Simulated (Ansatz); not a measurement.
Write an ASE script for Ansatz 0.2.0 that does the following.

```yaml
Task: band structure
Functional: LDA
Potentials_or_basis: PseudoDojo LDA
Cutoff: 1143 eV
Density_cutoff: 4572 eV
k_mesh: 8 × 8 × 8
Occupations: methfessel-paxton, width 0.1 eV
Spin: collinear spin, ferromagnetic start
Starting_moments: "[1.0, 0.0] μB"
Driver: chain
Path: "[[\"G\", \"X\", \"W\", \"K\", \"G\", \"L\", \"U\", \"W\", \"L\", \"K\"], [\"U\", \"X\"]]"
Points_for_each_segment_of_the_path: 14
```

The structure of TiC lies in POSCAR:

```
TiC
1.0
    0.0000000000      2.1657188437      2.1657188437
    2.1657188437      0.0000000000      2.1657188437
    2.1657188437      2.1657188437      0.0000000000
Ti C
1 1
Direct
    0.0193470000     -0.0169640000      0.0020120000
    0.4855430000      0.5179260000      0.5104060000
```

The cell is a database's computed one.

The cell isn't the ideal one: atoms moved at random, drawn with an rms of 0.1 Å.

One way to write it, as run:

run.py

```python
import json

import ase.io
import numpy as np

import ansatz as az

atoms = ase.io.read("POSCAR", format="vasp")
atoms.set_initial_magnetic_moments([1.0, 0.0])

calculation = (
    az.Crystal.from_ase(atoms)
    .calculation()
    .kpoints(8, 8, 8)
    .functional("lda")
    .pseudopotentials(kind="nc", accuracy="standard", xc_functional="lda")
    .spin("collinear")
    .scf(extra_bands=6)
    .occupations(method="methfessel_paxton", width=0.1)
    .band_structure(path=(((0.0, 0.0, 0.0), (0.5, 0.0, 0.5), (0.5, 0.25, 0.75), (0.375, 0.375, 0.75), (0.0, 0.0,
        0.0), (0.5, 0.5, 0.5), (0.625, 0.25, 0.625), (0.5, 0.25, 0.75), (0.5, 0.5, 0.5), (0.375, 0.375, 0.75)),
        ((0.625, 0.25, 0.625), (0.5, 0.0, 0.5))), intervals=14)
    .density()
    .potential()
    .output_files(volumetric_format="npy")
    .electron_localization_function()
    .forces()
    .stress()
    .band_table(publish=True)
)
outcome = calculation.run(threads=2, events_out="events.jsonl")

report = outcome.report
for line in open("events.jsonl"):
    event = json.loads(line)
    if event["event"] == "scf_iter":
        d = event["data"]
        print(f"SCF {d['iter']:3d}  HF = {d['harris_foulkes_ev']:.6f} eV  dr2 = {d['dr2_ev']:.2e} eV")
    elif event["event"] in ("relax_step", "md_step"):
        d = event["data"]
        print(f"{event['event']} {d['step']:3d}  E = {d['lagrangian_ev']:.6f} eV")
np.set_printoptions(precision=5, suppress=True, linewidth=110)
print("converged:", report["converged"], "after", report["n_iterations"], "iterations")
print(f"free energy {report['free_energy_ev']:.6f} eV, Fermi level {report['fermi_energy_ev']:.4f} eV")
for key in ("band_edges_ev", "magnetization_mub", "site_moments_mub", "site_moments_nc_mub", "forces_ev_ang",
                "stress_gpa", "kpoints_frac", "eigenvalues_ev"):
    if report.get(key) is not None:
        print(key, np.array(report[key]), sep="\n")
```

Potentials or basis: PseudoDojo LDA.

Command:

```bash
$ python run.py
```

Results of the run:

```json
{
 "Pressure": "-10.9 GPa",
 "Largest force": "0.880 eV/Å",
 "Band gap on the k mesh": "none (metal or under the smearing width)",
 "Net moment": "0.00 μB per cell",
 "Absolute moment": "0.00 μB per cell"
}
```

Caveat: the starting moments weren't kept.

Run time: 30 s on 2 threads of INTEL(R) XEON(R) PLATINUM 8581C CPU @ 2.30GHz (Emerald Rapids) (shared host), peak memory 0.82 GiB.
